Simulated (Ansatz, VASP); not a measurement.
W in VASP and in Ansatz

```
W
1.0
    -1.58516    1.58516    1.58516
     1.58516   -1.58516    1.58516
     1.58516    1.58516   -1.58516
W
1
Direct
  0.00000 0.00000 0.00000
```

Alike in both runs: task single point; functional LDA; k mesh 8 × 8 × 8; occupations gaussian, width 0.1 eV; no spin polarisation.

|  | VASP | Ansatz |
| --- | --- | --- |
| version | VASP 6.6.1 | Ansatz 0.2.0 |
| potentials or method | VASP PAW LDA potentials, release 64 (W_sv) | scalar-relativistic, plane waves, PAW |
| plane-wave cutoff (eV) | 520 | 420 |
| valence electrons in the cell | 14 | 14 |

|  | VASP | Ansatz | Ansatz less VASP |
| --- | --- | --- | --- |
| gap on the k mesh at the Fermi level (eV) | none | none | - |
| pressure (GPa) | -8.1 | -9.9 | -1.76 |

A gap of «none» marks a metal or a gap that the smearing closes.

The runs have no spin-orbit coupling, so splittings on W are missing.
